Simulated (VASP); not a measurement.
Write the native input for VASP 6.6.1 that does the following.

- Task: single point
- Functional: PBE
- Potentials or basis: VASP PAW PBE potentials, release 64 (Li_sv, F)
- Cutoff: 520 eV
- k mesh: 10 × 10 × 10
- Occupations: gaussian, width 0.05 eV
- Spin: no spin polarisation
- Dipole correction: no
- Further INCAR settings: ALGO = Fast; EDIFF = 1e-07; NBANDS = 12

The structure of LiF lies in POSCAR:

```
LiF
1.0
    2.3547703600      0.0000000000      0.0000000000
    0.0000000000      2.3547703600      0.0000000000
    0.0000000000      0.0000000000      2.3547703600
Li F
1 1
Direct
    0.0000000000      0.0000000000      0.0000000000
    0.5000000000      0.5000000000      0.5000000000
```

Measurements of this composition are mostly on another form, of space group No. 225.

The cell isn't the ideal one: strain -0.080 along x and y, -0.080 along z, atoms carried along.

These files were run (other wordings do the same):

INCAR

```
PREC = Accurate
ENCUT = 520
EDIFF = 1E-7
ISMEAR = 0
SIGMA = 0.05
LREAL = F
LASPH = T
NELM = 100
ALGO = Fast
ISIF = 2
LWAVE = F
LCHARG = F
GGA = PE
NBANDS = 12
```

KPOINTS

```
Automatic mesh
0
Gamma
  10 10 10
```

Potentials or basis: VASP PAW PBE potentials, release 64 (Li_sv, F).

Run with:

```sh
$ cat potpaw_PBE.64/Li_sv/POTCAR potpaw_PBE.64/F/POTCAR > POTCAR
$ mpirun -np 1 vasp_std > vasp.out
```

Results of the run:

* Band gap on the k mesh: 9.94 eV, indirect (least direct gap 10.91 eV)

Wall time 6.2 s on 1 thread of Intel(R) Xeon(R) Platinum 8559C (Emerald Rapids), on a shared host, peak memory 0.11 GiB.
